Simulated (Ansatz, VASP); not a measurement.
## KCl (Sylvite): VASP beside Ansatz

```
CELL_PARAMETERS angstrom
0.00000 3.14647 3.14647
3.14647 0.00000 3.14647
3.14647 3.14647 0.00000
ATOMIC_POSITIONS crystal
K 0.00000 0.00000 0.00000
Cl 0.50000 0.50000 0.50000
```

Alike in both runs: task single point; functional BLYP; k mesh 6 × 6 × 6; no spin polarisation.

```csv
,VASP,Ansatz
version,VASP 6.6.1,Ansatz 0.2.0
potentials or method,"VASP PAW PBE potentials, release 64 (K_sv, Cl)","plane waves, PAW"
plane-wave cutoff (eV),520,422
occupations,"gaussian, width 0.01 eV",fixed
valence electrons in the cell,16,16
```

```csv
,VASP,Ansatz,Ansatz less VASP
pressure (GPa),1.5,1.5,+0.02
```

Caveats: the PAW data sets were made with another functional, which shifts forces and pressure a little (VASP). BLYP gaps usually lie below the measured ones, often by a third to a half.
